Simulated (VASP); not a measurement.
# KCl (strained zincblende): a PBE single-point calculation in VASP

INCAR

```
LWAVE = .FALSE.
NBANDS = 15
SIGMA = 0.02
NSW = 0
LASPH = .TRUE.
IBRION = -1
ENCUT = 520
EDIFF = 1E-7
GGA = PE
NELM = 120
LCHARG = .FALSE.
PREC = Accurate
LREAL = .FALSE.
ISIF = 2
ISMEAR = -1
```

KPOINTS

```
KPOINTS created by Atomic Simulation Environment
0
Gamma
6 6 6
0 0 0
```

KPOINTS_OPT

```
special points
7
Reciprocal
0.0000000000 0.0000000000 0.0000000000 1
-0.5000000000 -0.5000000000 0.0000000000 1
-0.3750000000 -0.3750000000 0.2500000000 1
-0.3750000000 0.0000000000 0.3750000000 1
0.0000000000 0.0000000000 0.5000000000 1
-0.5000000000 -0.2500000000 0.2500000000 1
-0.0208330000 0.3541670000 -0.3750000000 1
```

POSCAR

```
K  Cl
 1.0000000000000000
     0.0000000000000000    3.5612949880000002    3.5072828324000000
     3.5612949880000002    0.0000000000000000    3.5072828324000000
     3.5612949880000002    3.5612949880000002    0.0000000000000000
 K   Cl
   1   1
Cartesian
  0.0000000000000000  0.0000000000000000  0.0000000000000000
  1.7806474940000001  1.7806474940000001  1.7536414162000000
```

VASP ran with the recommended PBE PAW datasets (16 valence electrons in the cell).

Command

```
mpirun -np 1 vasp_std
```

OSZICAR

```
N       E                     dE             d eps       ncg     rms          rms(c)
DAV:   1     0.106822436632E+03    0.10682E+03   -0.67031E+03   900   0.915E+02
DAV:   2     0.136809773489E+01   -0.10545E+03   -0.96304E+02  1180   0.227E+02
DAV:   3    -0.675113135259E+01   -0.81192E+01   -0.80777E+01  1222   0.564E+01
DAV:   4    -0.711408762245E+01   -0.36296E+00   -0.36284E+00  1553   0.104E+01
DAV:   5    -0.711584547812E+01   -0.17579E-02   -0.17578E-02  1229   0.799E-01    0.336E+00
DAV:   6    -0.663669269563E+01    0.47915E+00   -0.71685E-01  1173   0.373E+00    0.261E+00
DAV:   7    -0.659259845237E+01    0.44094E-01   -0.19034E-01  1271   0.211E+00    0.160E+00
DAV:   8    -0.661581854262E+01   -0.23220E-01   -0.30298E-02  1156   0.115E+00    0.306E-01
DAV:   9    -0.661817457976E+01   -0.23560E-02   -0.25232E-03  1208   0.265E-01    0.167E-01
DAV:  10    -0.662088931278E+01   -0.27147E-02   -0.18311E-03   900   0.265E-01    0.312E-02
DAV:  11    -0.662093035973E+01   -0.41047E-04   -0.64342E-05  1112   0.516E-02    0.802E-03
DAV:  12    -0.662094406056E+01   -0.13701E-04   -0.13321E-05   921   0.295E-02    0.723E-03
DAV:  13    -0.662094448551E+01   -0.42495E-06   -0.11163E-06  1308   0.759E-03    0.141E-03
DAV:  14    -0.662094457270E+01   -0.87195E-07   -0.13382E-07   878   0.299E-03
   1 F= -.66209446E+01 E0= -.66209446E+01  d E =-.115687E-12
       N       E                     dE             ncg
DAV:   1     0.346684774920E+03   -0.36431E+04      210
DAV:   2    -0.317195402213E+03   -0.66388E+03      259
DAV:   3    -0.367174204633E+03   -0.49979E+02      301
DAV:   4    -0.370132997726E+03   -0.29588E+01      346
DAV:   5    -0.370149940389E+03   -0.16943E-01      294
DAV:   6    -0.370150388379E+03   -0.44799E-03      298
DAV:   7    -0.370150395328E+03   -0.69487E-05      325
DAV:   8    -0.370150395490E+03   -0.16284E-06      290
DAV:   9    -0.370150395492E+03   -0.15041E-08      245
```

From OUTCAR

```
k-points           NKPTS =     30   k-points in BZ     NKDIM =     30   number of bands    NBANDS=     15

   NELECT =      16.0000    total number of electrons

   dimension x,y,z NGX =    40 NGY =   40 NGZ =   40
   dimension x,y,z NGXF=    80 NGYF=   80 NGZF=   80

  energy-cutoff  :      520.00
  volume of cell :       88.96
      direct lattice vectors                 reciprocal lattice vectors
     0.000000000  3.561294988  3.507282832    -0.140398367  0.140398367  0.142560502
     3.561294988  0.000000000  3.507282832     0.140398367 -0.140398367  0.142560502
     3.561294988  3.561294988  0.000000000     0.140398367  0.140398367 -0.142560502

 k-points in reciprocal lattice and weights: KPOINTS created by Atomic Simulation Env
   0.00000000  0.00000000  0.00000000       0.005
   0.16666667  0.00000000  0.00000000       0.037
   0.33333333  0.00000000  0.00000000       0.037
   0.50000000  0.00000000  0.00000000       0.019
   0.16666667  0.16666667  0.00000000       0.009
   0.33333333  0.16666667  0.00000000       0.037
   0.50000000  0.16666667  0.00000000       0.037
  -0.33333333  0.16666667  0.00000000       0.037
   ...

 E-fermi :  -2.6826

 k-point     1 :       0.0000    0.0000    0.0000
  band No.  band energies     occupation
      1     -30.6133      2.00000
      2     -15.0107      2.00000
      3     -14.1066      2.00000
      4     -14.1044      2.00000
      5     -14.1044      2.00000
      6      -3.3122      2.00000
      7      -3.3122      2.00000
      8      -3.3061      2.00000
      9       1.4317      0.00000
     10       5.9757      0.00000
     11       6.0764      0.00000
     12       6.9480      0.00000
     13       6.9480      0.00000
     14       7.0195      0.00000
     15       7.9767      0.00000

 k-point     2 :       0.1667    0.0000    0.0000
  band No.  band energies     occupation
      1     -30.6127      2.00000
      2     -15.0620      2.00000
      3     -14.1081      2.00000
      4     -14.1068      2.00000
      5     -14.0492      2.00000
      6      -3.4019      2.00000
      7      -3.3067      2.00000
      8      -3.3006      2.00000
      9       1.8504      0.00000
     10       5.7279      0.00000
     11       5.8013      0.00000
     12       6.6187      0.00000
     13       7.2060      0.00000
     14       7.3222      0.00000
     15       7.3679      0.00000

 k-point     3 :       0.3333    0.0000    0.0000
  band No.  band energies     occupation
      1     -30.6115      2.00000
      2     -15.1495      2.00000
      3     -14.1124      2.00000
      4     -14.1116      2.00000
      5     -13.9529      2.00000
      6      -3.5477      2.00000
      7      -3.2964      2.00000
      8      -3.2866      2.00000
      9       2.8285      0.00000
     10       5.2705      0.00000
     11       5.5693      0.00000
     12       5.6307      0.00000
     13       7.1141      0.00000
     14       7.2186      0.00000
     15       7.2411      0.00000

 k-point     4 :       0.5000    0.0000    0.0000
  band No.  band energies     occupation
      1     -30.6109      2.00000
      2     -15.1880      2.00000
      3     -14.1145      2.00000
      4     -14.1140      2.00000
      5     -13.9103      2.00000
      6      -3.6057      2.00000
      7      -3.2917      2.00000
      8      -3.2800      2.00000
      9       3.9167      0.00000
     10       4.0167      0.00000
     11       5.5742      0.00000
     12       5.6358      0.00000
     13       7.0095      0.00000
     14       7.0603      0.00000
     15       7.5940      0.00000

 k-point     5 :       0.1667    0.1667    0.0000
  band No.  band energies     occupation
      1     -30.6125      2.00000
      2     -15.0762      2.00000
      3     -14.1102      2.00000
      4     -14.1102      2.00000
      5     -14.0300      2.00000
      6      -3.4215      2.00000
      7      -3.3073      2.00000
      8      -3.3073      2.00000
      9       1.9980      0.00000
     10       5.2200      0.00000
     11       6.2130      0.00000
     12       6.9927      0.00000
     13       7.1469      0.00000
     14       7.1469      0.00000
     15       7.6215      0.00000

 k-point     6 :       0.3333    0.1667    0.0000
  band No.  band energies     occupation
      1     -30.6114      2.00000
      2     -15.1469      2.00000
      3     -14.1174      2.00000
      4     -14.1154      2.00000
      5     -13.9474      2.00000
      6      -3.5258      2.00000
      7      -3.3107      2.00000
      8      -3.2993      2.00000
      9       2.7668      0.00000
     10       4.8036      0.00000
     11       5.9960      0.00000
     12       6.1377      0.00000
     13       7.1661      0.00000
     14       7.2113      0.00000
     15       7.5166      0.00000

 k-point     7 :       0.5000    0.1667    0.0000
  band No.  band energies     occupation
      1     -30.6106      2.00000
      2     -15.1974      2.00000
      3     -14.1260      2.00000
      4     -14.1173      2.00000
      5     -13.8866      2.00000
      6      -3.5702      2.00000
      7      -3.3348      2.00000
      8      -3.2911      2.00000
      9       3.6648      0.00000
     10       4.3374      0.00000
     11       5.4554      0.00000
     12       5.8139      0.00000
     13       7.1675      0.00000
     14       7.3484      0.00000
     15       7.5556      0.00000

 k-point     8 :      -0.3333    0.1667    0.0000
  band No.  band energies     occupation
      1     -30.6109      2.00000
      2     -15.1863      2.00000
      3     -14.1275      2.00000
      4     -14.1140      2.00000
      5     -13.8988      2.00000
      6      -3.5458      2.00000
      7      -3.3440      2.00000
      8      -3.2902      2.00000
      9       3.3504      0.00000
     10       4.7204      0.00000
     11       5.4579      0.00000
     12       5.5998      0.00000
     13       7.3410      0.00000
     14       7.3780      0.00000
     15       7.4600      0.00000

 k-point     9 :      -0.1667    0.1667    0.0000
  band No.  band energies     occupation
      1     -30.6119      2.00000
      2     -15.1221      2.00000
      3     -14.1189      2.00000
      4     -14.1087      2.00000
      5     -13.9760      2.00000
      6      -3.4780      2.00000
      7      -3.3181      2.00000
      8      -3.2977      2.00000
      9       2.4348      0.00000
     10       5.3836      0.00000
     11       5.4574      0.00000
     12       6.2466      0.00000
     13       7.2646      0.00000
     14       7.3678      0.00000
     15       7.5141      0.00000

 k-point    10 :       0.3333    0.3333    0.0000
  band No.  band energies     occupation
      1     -30.6108      2.00000
      2     -15.1830      2.00000
      3     -14.1216      2.00000
      4     -14.1216      2.00000
      5     -13.9016      2.00000
      6      -3.5918      2.00000
      7      -3.2956      2.00000
      8      -3.2956      2.00000
      9       3.1392      0.00000
     10       4.3768      0.00000
     11       5.9780      0.00000
     12       6.8379      0.00000
     13       7.0610      0.00000
     14       7.0610      0.00000
     15       7.9473      0.00000

 k-point    11 :       0.5000    0.3333    0.0000
  band No.  band energies     occupation
      1     -30.6102      2.00000
      2     -15.2177      2.00000
      3     -14.1311      2.00000
      4     -14.1240      2.00000
      5     -13.8555      2.00000
      6      -3.5999      2.00000
      7      -3.3334      2.00000
      8      -3.2897      2.00000
      9       3.4707      0.00000
     10       4.3627      0.00000
     11       5.8910      0.00000
     12       6.4215      0.00000
     13       7.2410      0.00000
     14       7.3513      0.00000
     15       7.4480      0.00000

 k-point    12 :      -0.3333    0.3333    0.0000
  band No.  band energies     occupation
      1     -30.6102      2.00000
      2     -15.2185      2.00000
      3     -14.1384      2.00000
      4     -14.1202      2.00000
      5     -13.8506      2.00000
      6      -3.5077      2.00000
      7      -3.4296      2.00000
      8      -3.2870      2.00000
      9       3.6146      0.00000
     10       4.4718      0.00000
     11       5.6696      0.00000
     12       5.8051      0.00000
     13       7.2721      0.00000
     14       7.4963      0.00000
     15       7.7278      0.00000

 k-point    13 :       0.5000    0.5000    0.0000
  band No.  band energies     occupation
      1     -30.6100      2.00000
      2     -15.2286      2.00000
      3     -14.1274      2.00000
      4     -14.1274      2.00000
      5     -13.8456      2.00000
      6      -3.6541      2.00000
      7      -3.2889      2.00000
      8      -3.2889      2.00000
      9       3.3818      0.00000
     10       4.3666      0.00000
     11       6.4268      0.00000
     12       6.8991      0.00000
     13       6.8991      0.00000
     14       7.0467      0.00000
     15       7.3187      0.00000

 ...

  Total       -0.0397045     -0.0397045     -0.0308003      0.0000000      0.0000000      0.0000000
  in kB       -0.7150452     -0.7150452     -0.5546876      0.0000000      0.0000000      0.0000000
  external PRESSURE =      -0.6615927 kB  Pullay stress =       0.0000000 kB

 POSITION                                       TOTAL-FORCE (eV/Angst)
 -----------------------------------------------------------------------------------
      0.00000      0.00000      0.00000        -0.000000     -0.000000     -0.000000
      1.78065      1.78065      1.75364         0.000000      0.000000      0.000000
 -----------------------------------------------------------------------------------
    total drift:                               -0.000000     -0.000000     -0.000000

  FREE ENERGIE OF THE ION-ELECTRON SYSTEM (eV)
  ---------------------------------------------------
  free  energy   TOTEN  =        -6.6209445727 eV

  energy  without entropy=       -6.6209445727  energy(sigma->0) =       -6.62094457
```

The gap between bands v and c is 4.71 eV. The least direct gap is 4.74 eV and the pressure is -0.1 GPa.

Band v is the last that the valence electrons fill when counted band by band, and c is the next.

The run took about 52 s on one core of a shared host (Intel Xeon Platinum 8488C) and held 0.25 GiB at most.
